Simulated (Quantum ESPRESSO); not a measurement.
# ZnO (zincite) (P6_3mc) in Quantum ESPRESSO: further runs

One crystal, ZnO (zincite), is run at these levels: LDA; tasks: single point, equation of state.

All numbers are computed with Quantum ESPRESSO 7.5; they aren't measurements. Logs are shortened: lines on timing, memory, paths and dates and some standing lists are left out, and cuts for length are marked.

**1. Starting point**

Symmetry: P6_3mc, No. 186, hexagonal system. The conventional cell has a = 3.249 Å, b = 3.249 Å, c = 5.206 Å, α = 90.00°, β = 90.00°, γ = 120.00°. Around Zn (site symmetry 3m) lie 4 O at 1.97 to 1.98 Å. O (site symmetry 3m) is surrounded by 4 Zn at 1.97 to 1.98 Å.

**2. Single point, LDA, 11.19 Å³/atom**

pw.in

```
&CONTROL
  calculation = 'scf'
  prefix = 'pwscf'
  outdir = './tmp'
  pseudo_dir = './pseudo'
  tstress = .true.
  disk_io = 'nowf'
/
&SYSTEM
  ibrav = 0
  nat = 4
  ntyp = 2
  ecutwfc = 56
  ecutrho = 448
  nbnd = 36
  occupations = 'smearing'
  smearing = 'fd'
  degauss = 0.00367493
/
&ELECTRONS
  conv_thr = 8d-10
  electron_maxstep = 120
  mixing_beta = 0.5
/
ATOMIC_SPECIES
Zn    65.3800 zn_lda_v1.uspp.F.UPF
O     15.9990 o_lda_v1.2.uspp.F.UPF
CELL_PARAMETERS angstrom
   3.1829769797    0.0000000000    0.0000000000
  -1.5914884899    2.7565389241    0.0000000000
   0.0000000000    0.0000000000    5.0994402224
ATOMIC_POSITIONS crystal
Zn     0.6666666667    0.3333333333    0.0000000000
Zn     0.3333333333    0.6666666667    0.5000000000
O      0.3333333333    0.6666666667    0.8790100000
O      0.6666666667    0.3333333333    0.3790100000
K_POINTS automatic
9 9 5 0 0 0
```

Potentials or basis: GBRV 1.5 LDA.

Command:

```bash
> OMP_NUM_THREADS=1 mpirun -n 2 pw.x -nk 2 -in pw.in > pw.out
```

pw.out:

```text
This program is part of the open-source Quantum ESPRESSO suite
     for quantum simulation of materials; please cite
[... 13 lines left out ...]
     --------------------
     sticks:   dense  smooth     PW     G-vecs:    dense   smooth      PW
     Sum        1123     559    163                48275    17103    2839

     Using Slab Decomposition

     bravais-lattice index     =            0
     lattice parameter (alat)  =       6.0150  a.u.
     unit-cell volume          =     301.9373 (a.u.)^3
     number of atoms/cell      =            4
     number of atomic types    =            2
     number of electrons       =        52.00
     number of Kohn-Sham states=           36
     kinetic-energy cutoff     =      56.0000  Ry
     charge density cutoff     =     448.0000  Ry
     scf convergence threshold =      8.0E-10
     mixing beta               =       0.5000
     number of iterations used =            8  plain     mixing
     Exchange-correlation= SLA  PZ   NOGX NOGC
                           (   1   1   0   0   0   0   0)

     celldm(1)=   6.014955  celldm(2)=   0.000000  celldm(3)=   0.000000
     celldm(4)=   0.000000  celldm(5)=   0.000000  celldm(6)=   0.000000

     crystal axes: (cart. coord. in units of alat)
               a(1) = (   1.000000   0.000000   0.000000 )
               a(2) = (  -0.500000   0.866025   0.000000 )
               a(3) = (   0.000000   0.000000   1.602098 )

     reciprocal axes: (cart. coord. in units 2 pi/alat)
               b(1) = (  1.000000  0.577350 -0.000000 )
               b(2) = (  0.000000  1.154701  0.000000 )
               b(3) = (  0.000000 -0.000000  0.624182 )

     PseudoPot. # 1 for Zn read from file:
     zn_lda_v1.uspp.F.UPF
     Pseudo is Ultrasoft, Zval = 20.0
     Generated by new atomic code, or converted to UPF format
     Using radial grid of  943 points,  6 beta functions with:
                l(1) =   0
                l(2) =   0
                l(3) =   1
                l(4) =   1
                l(5) =   2
                l(6) =   2
     Q(r) pseudized with  8 coefficients,  rinner =    1.100   1.100   1.100
                                                       1.100   1.100

     PseudoPot. # 2 for O  read from file:
     o_lda_v1.2.uspp.F.UPF
     Pseudo is Ultrasoft + core correction, Zval =  6.0
     Generated by new atomic code, or converted to UPF format
     Using radial grid of  737 points,  5 beta functions with:
                l(1) =   0
                l(2) =   0
                l(3) =   1
                l(4) =   1
                l(5) =   2
     Q(r) pseudized with  8 coefficients,  rinner =    0.900   0.900   0.900
                                                       0.900   0.900

     atomic species   valence    mass     pseudopotential
     Zn               20.00    65.38000     Zn( 1.00)
     O                 6.00    15.99900     O ( 1.00)

     12 Sym. Ops. (no inversion) found ( 6 have fractional translation)

   Cartesian axes

     site n.     atom                  positions (alat units)
         1        Zn     tau(   1) = (   0.5000000   0.2886751   0.0000000  )
         2        Zn     tau(   2) = (  -0.0000000   0.5773503   0.8010489  )
         3        O      tau(   3) = (  -0.0000000   0.5773503   1.4082599  )
         4        O      tau(   4) = (   0.5000000   0.2886751   0.6072111  )

     number of k points=    36  Fermi-Dirac smearing, width (Ry)=  0.0037
                       cart. coord. in units 2pi/alat
        k(    1) = (   0.0000000   0.0000000   0.0000000), wk =   0.0049383
        k(    2) = (   0.0000000   0.0000000   0.1248363), wk =   0.0098765
        k(    3) = (   0.0000000   0.0000000   0.2496727), wk =   0.0098765
        k(    4) = (   0.0000000   0.1283001   0.0000000), wk =   0.0296296
        k(    5) = (   0.0000000   0.1283001   0.1248363), wk =   0.0592593
        k(    6) = (   0.0000000   0.1283001   0.2496727), wk =   0.0592593
[... 28 lines left out ...]
        k(   35) = (   0.3333333   0.5773503   0.1248363), wk =   0.0197531
        k(   36) = (   0.3333333   0.5773503   0.2496727), wk =   0.0197531

     Dense  grid:    48275 G-vectors     FFT dimensions: (  45,  45,  72)

     Smooth grid:    17103 G-vectors     FFT dimensions: (  30,  30,  48)

     Initial potential from superposition of free atoms

     starting charge      51.9998, renormalised to      52.0000
     Starting wfcs are   34 randomized atomic wfcs +    2 random wfcs

     Self-consistent Calculation

     iteration #  1     ecut=    56.00 Ry     beta= 0.50
     Davidson diagonalization with overlap
     ethr =  1.00E-02,  avg # of iterations =  4.3

     total energy              =    -986.91529401 Ry
     estimated scf accuracy    <       0.78994463 Ry

     iteration #  2     ecut=    56.00 Ry     beta= 0.50
     Davidson diagonalization with overlap
     ethr =  1.52E-03,  avg # of iterations =  2.0

     total energy              =    -987.14003909 Ry
     estimated scf accuracy    <       0.32777984 Ry

     iteration #  3     ecut=    56.00 Ry     beta= 0.50
     Davidson diagonalization with overlap
     ethr =  6.30E-04,  avg # of iterations =  2.1

     total energy              =    -987.19961896 Ry
     estimated scf accuracy    <       0.00632279 Ry

     iteration #  4     ecut=    56.00 Ry     beta= 0.50
     Davidson diagonalization with overlap
     ethr =  1.22E-05,  avg # of iterations =  2.5

     total energy              =    -987.20004453 Ry
     estimated scf accuracy    <       0.00127856 Ry

     iteration #  5     ecut=    56.00 Ry     beta= 0.50
     Davidson diagonalization with overlap
     ethr =  2.46E-06,  avg # of iterations =  2.4

     total energy              =    -987.20018624 Ry
     estimated scf accuracy    <       0.00001744 Ry

     iteration #  6     ecut=    56.00 Ry     beta= 0.50
     Davidson diagonalization with overlap
     ethr =  3.35E-08,  avg # of iterations =  2.0

     total energy              =    -987.20018940 Ry
     estimated scf accuracy    <       0.00000188 Ry

     iteration #  7     ecut=    56.00 Ry     beta= 0.50
     Davidson diagonalization with overlap
     ethr =  3.61E-09,  avg # of iterations =  1.0

     total energy              =    -987.20018953 Ry
     estimated scf accuracy    <       0.00000003 Ry

     iteration #  8     ecut=    56.00 Ry     beta= 0.50
     Davidson diagonalization with overlap
     ethr =  6.48E-11,  avg # of iterations =  2.0

     End of self-consistent calculation

          k = 0.0000 0.0000 0.0000 (  2141 PWs)   bands (ev):

  -113.2694-113.2691 -67.9354 -67.9307 -67.9298 -67.9298 -67.9290 -67.9290
    -8.8690  -7.9748   3.2417   3.3388   3.3388   3.3852   3.5558   3.5558
     4.6887   4.6887   4.9385   4.9385   5.2416   8.5384   8.5384   9.3425
     9.4361   9.4361  10.2817  14.7519  17.7683  22.4151  22.4151  23.7120
    23.7903  23.7903  26.0627  27.8297

          k = 0.0000 0.0000 0.1248 (  2129 PWs)   bands (ev):

  -113.2694-113.2692 -67.9350 -67.9311 -67.9298 -67.9298 -67.9291 -67.9291
    -8.7889  -8.0657   3.1167   3.2955   3.3495   3.3495   3.5238   3.5238
     4.7216   4.7216   4.9250   4.9250   5.6808   8.6253   8.6253   8.6317
     9.3521   9.3521  11.1194  14.4176  18.0620  22.4009  22.4201  22.4201
    23.4848  23.4848  26.5853  28.2767

          k = 0.0000 0.0000 0.2497 (  2105 PWs)   bands (ev):

  -113.2693-113.2692 -67.9338 -67.9323 -67.9296 -67.9296 -67.9293 -67.9293
    -8.5741  -8.2981   3.0193   3.1141   3.3869   3.3869   3.4528   3.4528
     4.7992   4.7992   4.8778   4.8778   6.6169   7.6447   8.8521   8.8521
     9.1300   9.1300  12.3633  13.5429  18.9438  20.4416  22.5485  22.5485
    22.9324  22.9324  27.3963  28.4040

          k = 0.0000 0.1283 0.0000 (  2129 PWs)   bands (ev):

  -113.2694-113.2691 -67.9353 -67.9307 -67.9302 -67.9300 -67.9294 -67.9291
    -8.7879  -7.9392   3.2355   3.3594   3.3811   3.4306   3.5511   3.6162
     4.6546   4.6844   4.9459   4.9846   5.2284   8.0706   8.3583   8.7403
     9.2518   9.3404  11.1383  15.2781  17.7473  21.1802  22.5502  22.9000
    23.9322  23.9584  25.4329  27.0614

          k = 0.0000 0.1283 0.1248 (  2143 PWs)   bands (ev):

  -113.2694-113.2691 -67.9349 -67.9312 -67.9301 -67.9299 -67.9294 -67.9292
    -8.7111  -8.0246   3.1440   3.2077   3.3936   3.4157   3.5434   3.5824
     4.6959   4.7171   4.9297   4.9495   5.7034   8.1506   8.3810   8.4542
     9.1445   9.2489  11.6558  14.8859  18.0548  21.2472  22.3872  22.5551
    22.7691  23.6131  26.4146  27.7188

          k = 0.0000 0.1283 0.2497 (  2121 PWs)   bands (ev):

  -113.2693-113.2692 -67.9337 -67.9323 -67.9299 -67.9297 -67.9296 -67.9294
    -8.5060  -8.2438   2.9992   3.0540   3.4279   3.4357   3.4842   3.5070
     4.7901   4.7953   4.8771   4.8856   6.6411   7.5795   8.4614   8.7034
     8.8274   9.0070  12.7510  13.9331  18.9246  20.3392  21.7459  22.2134
    22.6770  23.0487  27.5034  28.4038

          k = 0.0000 0.2566 0.0000 (  2144 PWs)   bands (ev):

  -113.2693-113.2691 -67.9348 -67.9311 -67.9310 -67.9304 -67.9303 -67.9293
    -8.5704  -7.8543   3.0552   3.4233   3.4799   3.5616   3.7530   3.7847
     4.5725   4.7001   4.9610   5.0594   5.2570   7.0277   7.8856   7.9026
     8.9722   9.0841  12.4313  16.3857  17.6513  19.4612  21.5331  22.8769
    23.0440  23.9258  25.1054  27.1671

          k = 0.0000 0.2566 0.1248 (  2135 PWs)   bands (ev):

  -113.2693-113.2691 -67.9345 -67.9316 -67.9309 -67.9302 -67.9302 -67.9294
    -8.5037  -7.9239   3.0000   3.2112   3.4995   3.5414   3.6842   3.7440
     4.6415   4.7285   4.9395   5.0051   5.7736   7.1461   7.7130   8.0214
     8.8827   8.9756  12.7181  15.8064  18.0184  19.5629  21.3677  22.4996
    22.8742  23.6725  25.1234  27.8272

          k = 0.0000 0.2566 0.2497 (  2126 PWs)   bands (ev):

  -113.2693-113.2692 -67.9337 -67.9326 -67.9306 -67.9303 -67.9299 -67.9296
    -8.3270  -8.1054   2.9066   2.9554   3.5428   3.5590   3.5987   3.6512
     4.7770   4.7992   4.8798   4.9107   6.5995   7.1531   7.7565   8.3247
     8.4212   8.6883  13.5526  14.6965  18.7397  19.4970  21.0290  21.5388
    22.9604  23.2457  26.1241  27.6177
[... 171 lines left out ...]
  -113.2691-113.2691 -67.9333 -67.9324 -67.9322 -67.9319 -67.9314 -67.9304
    -7.9617  -7.7638   3.2221   3.4950   3.6885   3.8028   4.2138   4.3225
     4.6596   4.6766   5.0002   5.0188   5.4971   5.7675   6.0432   6.8035
     7.7401   7.9624  16.1204  16.9994  17.4891  18.1288  20.4044  20.9447
    21.8160  23.4850  25.0140  29.3388

          k = 0.2222 0.5132 0.1248 (  2139 PWs)   bands (ev):

  -113.2691-113.2691 -67.9336 -67.9329 -67.9320 -67.9315 -67.9311 -67.9305
    -7.9382  -7.7777   3.1832   3.3470   3.5731   3.7939   4.1209   4.1768
     4.6769   4.8089   5.0191   5.1522   5.4486   5.8901   6.0902   7.1163
     7.6653   8.0385  16.0501  16.8980  17.6278  18.2557  19.6647  20.4086
    22.4014  24.0859  25.4867  28.3394

          k = 0.2222 0.5132 0.2497 (  2147 PWs)   bands (ev):

  -113.2691-113.2691 -67.9338 -67.9336 -67.9316 -67.9313 -67.9308 -67.9306
    -7.8809  -7.8194   3.0664   3.1048   3.5714   3.6979   4.0415   4.0508
     4.7647   4.8113   5.1130   5.2240   5.5251   5.7342   6.5864   7.1485
     7.8253   8.1578  16.1160  16.5209  17.9588  18.3821  18.9763  19.5278
    23.6369  24.7343  25.9100  26.7879

          k = 0.3333 0.5774 0.0000 (  2127 PWs)   bands (ev):

  -113.2691-113.2691 -67.9328 -67.9328 -67.9322 -67.9318 -67.9318 -67.9308
    -7.8314  -7.8314   3.2610   3.6795   3.6795   4.0170   4.3749   4.3749
     4.5890   4.7545   4.7545   4.7608   5.4099   5.7730   5.7730   7.3441
     7.3441   7.5461  16.9601  17.3699  17.3699  17.5779  20.4324  20.4324
    22.5650  23.6199  23.6199  31.0604

          k = 0.3333 0.5774 0.1248 (  2148 PWs)   bands (ev):

  -113.2691-113.2691 -67.9332 -67.9332 -67.9320 -67.9314 -67.9314 -67.9309
    -7.8261  -7.8261   3.3018   3.5074   3.5074   3.8738   4.2392   4.2392
     4.6184   4.7478   4.9992   4.9992   5.6496   5.6992   5.6992   7.3408
     7.6012   7.6012  17.0711  17.4163  17.4163  17.5528  19.6707  19.6707
    22.9873  24.4599  24.4599  28.9144

          k = 0.3333 0.5774 0.2497 (  2163 PWs)   bands (ev):

  -113.2691-113.2691 -67.9337 -67.9337 -67.9317 -67.9313 -67.9309 -67.9309
    -7.8174  -7.8174   3.2593   3.2593   3.4250   3.6270   4.1673   4.1673
     4.6660   4.7127   5.2612   5.2612   5.5634   5.5634   6.1964   6.8243
     8.0025   8.0025  17.2912  17.4644  17.5732  17.5732  18.6585  18.6585
    24.2602  25.6500  25.6500  26.3143

     the Fermi energy is     9.8953 ev

!    total energy              =    -987.20018953 Ry
     estimated scf accuracy    <          8.0E-10 Ry
     smearing contrib. (-TS)   =      -0.00000016 Ry
     internal energy E=F+TS    =    -987.20018937 Ry

     The total energy is F=E-TS. E is the sum of the following terms:
     one-electron contribution =    -787.84473883 Ry
     hartree contribution      =     416.39625469 Ry
     xc contribution           =     -97.75116378 Ry
     ewald contribution        =    -518.00054146 Ry

     convergence has been achieved in   8 iterations

     Computing stress (Cartesian axis) and pressure

          total   stress  (Ry/bohr**3)                   (kbar)     P=       30.96
   0.00016242   0.00000000   0.00000000           23.89        0.00        0.00
   0.00000000   0.00016242   0.00000000            0.00       23.89        0.00
   0.00000000   0.00000000   0.00030663            0.00        0.00       45.11

=------------------------------------------------------------------------------=
   JOB DONE.
=------------------------------------------------------------------------------=
```

Wall time 13 s (2 MPI ranks of Intel Xeon 6975P-C (Granite Rapids), shared host); peak memory 0.34 GiB.

Results:

* Free energy: -13431.5428 eV
* Pressure: 3.1 GPa
* Band gap on the k mesh: 0.85 eV, direct

**3. Single point, LDA, 11.42 Å³/atom**

Changes to pw.in since step 2:

```diff
@@ -28,5 +28,5 @@
 CELL_PARAMETERS angstrom
-   3.1829769797    0.0000000000    0.0000000000
-  -1.5914884899    2.7565389241    0.0000000000
-   0.0000000000    0.0000000000    5.0994402224
+   3.2053930491    0.0000000000    0.0000000000
+  -1.6026965246    2.7759518096    0.0000000000
+   0.0000000000    0.0000000000    5.1353529565
 ATOMIC_POSITIONS crystal
```

Potentials or basis: GBRV 1.5 LDA.

Command:

```bash
> OMP_NUM_THREADS=1 mpirun -n 2 pw.x -nk 2 -in pw.in > pw.out
```

Run time: 13 s. Hardware: 2 MPI ranks of Intel Xeon 6975P-C (Granite Rapids), shared host; peak memory 0.32 GiB.

The run converged. Its results:

- Free energy: -13431.5523 eV
- Pressure: -0.4 GPa
- Band gap on the k mesh: 0.81 eV, direct

**4. Single point, LDA, 11.66 Å³/atom**

Changes to pw.in since step 3:

```diff
@@ -28,5 +28,5 @@
 CELL_PARAMETERS angstrom
-   3.2053930491    0.0000000000    0.0000000000
-  -1.6026965246    2.7759518096    0.0000000000
-   0.0000000000    0.0000000000    5.1353529565
+   3.2274999067    0.0000000000    0.0000000000
+  -1.6137499533    2.7950969099    0.0000000000
+   0.0000000000    0.0000000000    5.1707703030
 ATOMIC_POSITIONS crystal
```

Command:

```bash
> OMP_NUM_THREADS=1 mpirun -n 2 pw.x -nk 2 -in pw.in > pw.out
```

It took 13 s on 2 MPI ranks of Intel Xeon 6975P-C (Granite Rapids), shared host; peak memory 0.34 GiB.

It converged, with:

* Free energy: -13431.5418 eV
* Pressure: -3.6 GPa
* Band gap on the k mesh: 0.78 eV, direct

**5. Single point, LDA, 11.90 Å³/atom**

Changes to pw.in since step 4:

```diff
@@ -28,5 +28,5 @@
 CELL_PARAMETERS angstrom
-   3.2274999067    0.0000000000    0.0000000000
-  -1.6137499533    2.7950969099    0.0000000000
-   0.0000000000    0.0000000000    5.1707703030
+   3.2493080000    0.0000000000    0.0000000000
+  -1.6246540000    2.8139832727    0.0000000000
+   0.0000000000    0.0000000000    5.2057090000
 ATOMIC_POSITIONS crystal
```

Command:

```bash
> OMP_NUM_THREADS=1 mpirun -n 2 pw.x -nk 2 -in pw.in > pw.out
```

Wall time 13 s (2 MPI ranks of Intel Xeon 6975P-C (Granite Rapids), shared host); peak memory 0.34 GiB.

The run converged. Its results:

```yaml
Free_energy: -13431.5137 eV
Pressure: -6.4 GPa
Band_gap_on_the_k_mesh: 0.75 eV, direct
```

**6. Single point, LDA, 12.14 Å³/atom**

Changes to pw.in since step 5:

```diff
@@ -28,5 +28,5 @@
 CELL_PARAMETERS angstrom
-   3.2493080000    0.0000000000    0.0000000000
-  -1.6246540000    2.8139832727    0.0000000000
-   0.0000000000    0.0000000000    5.2057090000
+   3.2708272232    0.0000000000    0.0000000000
+  -1.6354136116    2.8326194666    0.0000000000
+   0.0000000000    0.0000000000    5.2401848988
 ATOMIC_POSITIONS crystal
```

Potentials or basis: GBRV 1.5 LDA.

Command:

```bash
> OMP_NUM_THREADS=1 mpirun -n 2 pw.x -nk 2 -in pw.in > pw.out
```

It took 14 s on 2 MPI ranks of Intel Xeon 6975P-C (Granite Rapids), shared host; peak memory 0.34 GiB.

It converged, with:

* Free energy: -13431.4697 eV
* Pressure: -8.9 GPa
* Band gap on the k mesh: 0.71 eV, direct

**7. Single point, LDA, 12.38 Å³/atom**

Changes to pw.in since step 6:

```diff
@@ -28,5 +28,5 @@
 CELL_PARAMETERS angstrom
-   3.2708272232    0.0000000000    0.0000000000
-  -1.6354136116    2.8326194666    0.0000000000
-   0.0000000000    0.0000000000    5.2401848988
+   3.2920669561    0.0000000000    0.0000000000
+  -1.6460334781    2.8510136149    0.0000000000
+   0.0000000000    0.0000000000    5.2742130269
 ATOMIC_POSITIONS crystal
```

Command:

```bash
> OMP_NUM_THREADS=1 mpirun -n 2 pw.x -nk 2 -in pw.in > pw.out
```

Wall time 14 s (2 MPI ranks of Intel Xeon 6975P-C (Granite Rapids), shared host); peak memory 0.34 GiB.

Results (log left out):

```
Free energy            : -13431.4116 eV
Pressure               : -11.1 GPa
Band gap on the k mesh : 0.68 eV, direct
```

**8. Single point, LDA, 12.61 Å³/atom**

Changes to pw.in since step 7:

```diff
@@ -28,5 +28,5 @@
 CELL_PARAMETERS angstrom
-   3.2920669561    0.0000000000    0.0000000000
-  -1.6460334781    2.8510136149    0.0000000000
-   0.0000000000    0.0000000000    5.2742130269
+   3.3130361008    0.0000000000    0.0000000000
+  -1.6565180504    2.8691734269    0.0000000000
+   0.0000000000    0.0000000000    5.3078076462
 ATOMIC_POSITIONS crystal
```

Command:

```bash
> OMP_NUM_THREADS=1 mpirun -n 2 pw.x -nk 2 -in pw.in > pw.out
```

Wall time 14 s (2 MPI ranks of Intel Xeon 6975P-C (Granite Rapids), shared host); peak memory 0.36 GiB.

It converged, with:

```
Free energy            : -13431.3410 eV
Pressure               : -13.1 GPa
Band gap on the k mesh : 0.65 eV, direct
```

**9. Equation of state, LDA**

Potentials or basis: GBRV 1.5 LDA.

This step only gathers the single runs of the series.

Results:

```
Equilibrium volume                        : 11.41 Å³/atom
Bulk modulus at fixed shape and positions : 161 GPa
Pressure derivative of the bulk modulus   : 4.4
```

Energy against volume, from the lowest point:
| volume (Å³/atom) | energy (meV/atom) |
| --- | --- |
| 11.186 | 2.36 |
| 11.424 | 0.00 |
| 11.662 | 2.61 |
| 11.900 | 9.64 |
| 12.138 | 20.63 |
| 12.376 | 35.15 |
| 12.614 | 52.82 |

Caveat: the cell was scaled at fixed shape and fractional positions, which overstates the stiffness of a crystal with free parameters, most of all of layers and chains.
